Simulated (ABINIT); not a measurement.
# PbS (Galena) (Fm-3m) in ABINIT: a series of runs, part 2 of 2

ABINIT 10.8.3 (patched build). The steps go on from the part before.

## (5) Equation of state, r2SCAN

run.abi reads:

```
# Datasets: one volume each
ndtset 7
scalecart1 3*0.9795861087
scalecart2 3*0.9864848297
scalecart3 3*0.9932883884
scalecart4 3*1.0000000000
scalecart5 3*1.0066227096
scalecart6 3*1.0131594038
scalecart7 3*1.0196128224

# Pseudopotentials
pp_dirpath "./"
pseudos "Pb.GGA_PBE-ansatz.xml, S.GGA_PBE-ansatz.xml"

# Structure
acell 7.9258966301 7.9258966301 7.9258966301
rprim
     0.0000000000     0.7071067812     0.7071067812
     0.7071067812     0.0000000000     0.7071067812
     0.7071067812     0.7071067812     0.0000000000
ntypat 2
znucl 82 16
natom 2
typat 1 2
xred
     0.0000000000     0.0000000000     0.0000000000
     0.5000000000     0.5000000000     0.5000000000

# Plane-wave basis
ecut 18.0
pawecutdg 36.0

# k points
kptopt 1
ngkpt 6 6 6
nshiftk 1
shiftk 0.0 0.0 0.0

# Exchange and correlation
ixc -497498
usekden 1
pawxcdev 0

# Bands and occupations
nband 14
occopt 3
tsmear 0.00183747

# SCF cycle
nstep 100
tolvrs 1.0e-7

# Output
iomode 3
prtwf 0
prtden 0
prteig 0
prtebands 0
enunit 2
```

Potentials or basis: Ansatz PAW PBE default generated set, frozen core.

Run with:

```console
> mpirun --bind-to none -np 4 abinit run.abi > log 2>&1
```

run.abo:

```text
[... set-up lines left out ...]
 ETOT  1  -16.659337335174    -1.666E+01 4.732E-01 1.574E+00
 ETOT  2  -16.665128542043    -5.791E-03 4.932E-02 1.202E+00
 ETOT  3  -16.660785996786     4.343E-03 2.544E-02 2.996E-01
 ETOT  4  -16.660481949915     3.040E-04 1.044E-02 1.738E-02
 ETOT  5  -16.660627325834    -1.454E-04 7.871E-04 3.263E-03
 ETOT  6  -16.660620430376     6.895E-06 5.730E-04 3.142E-05
 ETOT  7  -16.660620983878    -5.535E-07 4.923E-04 7.198E-06
 ETOT  8  -16.660621010336    -2.646E-08 5.947E-04 7.138E-07
 ETOT  9  -16.660621009998     3.384E-10 4.603E-04 1.070E-07
 ETOT 10  -16.660621010283    -2.856E-10 5.492E-04 7.203E-09
[... 1285 lines left out ...]
-Cartesian components of stress tensor (GPa)         [Pressure= -1.9898E+00 GPa]
- sigma(1 1)=  1.98979256E+00  sigma(3 2)=  0.00000000E+00
- sigma(2 2)=  1.98979256E+00  sigma(3 1)=  0.00000000E+00
- sigma(3 3)=  1.98979256E+00  sigma(2 1)=  0.00000000E+00

== END DATASET(S) ==============================================================
================================================================================

 -outvars: echo values of variables after computation  --------
            acell      7.9258966301E+00  7.9258966301E+00  7.9258966301E+00 Bohr
           etotal1    -1.6660621010E+01
           etotal2    -1.6661795081E+01
           etotal3    -1.6662597334E+01
           etotal4    -1.6663063107E+01
           etotal5    -1.6663225442E+01
           etotal6    -1.6663114337E+01
           etotal7    -1.6662756571E+01
            fcart1    -0.0000000000E+00 -0.0000000000E+00 -0.0000000000E+00
                      -0.0000000000E+00 -0.0000000000E+00 -0.0000000000E+00
            fcart2    -0.0000000000E+00 -0.0000000000E+00 -0.0000000000E+00
                      -0.0000000000E+00 -0.0000000000E+00 -0.0000000000E+00
            fcart3    -0.0000000000E+00 -0.0000000000E+00 -0.0000000000E+00
                      -0.0000000000E+00 -0.0000000000E+00 -0.0000000000E+00
            fcart4    -0.0000000000E+00 -0.0000000000E+00 -0.0000000000E+00
                      -0.0000000000E+00 -0.0000000000E+00 -0.0000000000E+00
            fcart5    -0.0000000000E+00 -0.0000000000E+00 -0.0000000000E+00
                      -0.0000000000E+00 -0.0000000000E+00 -0.0000000000E+00
[... 38 lines left out ...]
                       0.0000000000E+00  0.0000000000E+00  0.0000000000E+00
           xangst1     0.0000000000E+00  0.0000000000E+00  0.0000000000E+00
                       2.9052075000E+00  2.9052075000E+00  2.9052075000E+00
           xangst2     0.0000000000E+00  0.0000000000E+00  0.0000000000E+00
                       2.9256673818E+00  2.9256673818E+00  2.9256673818E+00
           xangst3     0.0000000000E+00  0.0000000000E+00  0.0000000000E+00
                       2.9458450360E+00  2.9458450360E+00  2.9458450360E+00
           xangst4     0.0000000000E+00  0.0000000000E+00  0.0000000000E+00
                       2.9657499981E+00  2.9657499981E+00  2.9657499981E+00
           xangst5     0.0000000000E+00  0.0000000000E+00  0.0000000000E+00
                       2.9853912990E+00  2.9853912990E+00  2.9853912990E+00
           xangst6     0.0000000000E+00  0.0000000000E+00  0.0000000000E+00
                       3.0047774998E+00  3.0047774998E+00  3.0047774998E+00
           xangst7     0.0000000000E+00  0.0000000000E+00  0.0000000000E+00
                       3.0239167260E+00  3.0239167260E+00  3.0239167260E+00
             xred      0.0000000000E+00  0.0000000000E+00  0.0000000000E+00
                       5.0000000000E-01  5.0000000000E-01  5.0000000000E-01
 Calculation completed.
```

Wall time 2.4 min (4 MPI ranks of Intel Xeon 6975P-C (Granite Rapids), shared host); peak memory 1.1 GiB.

Results:

```yaml
Equilibrium_volume: 26.65 Å³/atom
Bulk_modulus: 58 GPa
Pressure_derivative_of_the_bulk_modulus: 4.2
```

Energy against volume, from the lowest point:
```tsv
volume (Å³/atom)	energy (meV/atom)
24.521	35.44
25.042	19.46
25.564	8.55
26.086	2.21
26.607	0.00
27.129	1.51
27.651	6.38
```

Caveat: pressures at fixed basis lie under the slope of the energies; the PAW data sets were made with another functional, which shifts forces and pressure a little.

## (6) Equation of state, r2SCAN

run.abi: that of step 5 with these lines changed.

```diff
@@ -12,3 +12,3 @@
 pp_dirpath "./"
-pseudos "Pb.GGA_PBE-ansatz.xml, S.GGA_PBE-ansatz.xml"
+pseudos "Pb.GGA_PBE-JTH.xml, S.GGA_PBE-JTH.xml"
 
@@ -29,4 +29,4 @@
 # Plane-wave basis
-ecut 18.0
-pawecutdg 36.0
+ecut 26.0
+pawecutdg 48.0
```

Potentials or basis: JTH PAW PBE v2.0.

Run with:

```console
> mpirun --bind-to none -np 4 abinit run.abi > log 2>&1
```

It took 2.3 min on 4 MPI ranks of Intel Xeon 6975P-C (Granite Rapids), shared host; peak memory 0.76 GiB.

It converged, with:

| Property | Result |
| --- | --- |
| Equilibrium volume | 26.74 Å³/atom |
| Bulk modulus | 58 GPa |
| Pressure derivative of the bulk modulus | 4.0 |

Energy against volume, from the lowest point:
```
volume (Å³/atom)  energy (meV/atom)
          24.521              38.54
          25.042              21.73
          25.564              10.02
          26.086               2.95
          26.607               0.00
          27.129               0.93
          27.651               5.24
```

Caveat: pressures at fixed basis lie under the slope of the energies; the PAW data sets were made with another functional, which shifts forces and pressure a little.

## (7) Summary

```csv
task,level,potentials or basis,k mesh,cutoff (eV),fine-grid cutoff,V0 of scaled cells (Å³/atom),B0 (GPa)
band structure,TB-mBJ,JTH PAW LDA v2.0,8 × 8 × 8,707,1306.15 eV,-,-
equation of state,PBEsol,JTH PAW PBE v2.0,8 × 8 × 8,599,1197.3 eV,25.74,59
equation of state,r2SCAN,JTH PAW PBE v2.0,8 × 8 × 8,707,1306.15 eV,26.75,59
equation of state,r2SCAN,"Ansatz PAW PBE default generated set, frozen core",6 × 6 × 6,490,979.61 eV,26.65,58
equation of state,r2SCAN,JTH PAW PBE v2.0,6 × 6 × 6,707,1306.15 eV,26.74,58
```

Alike in all rows: no spin polarisation; cell as given; smearing fermi-dirac 0.05 eV.

Caveats: the PAW data sets were made with another functional, which shifts forces and pressure a little; pressures at fixed basis lie under the slope of the energies (some runs).

Total energies depend on the potentials used, so only differences within one code and one set of settings carry meaning.
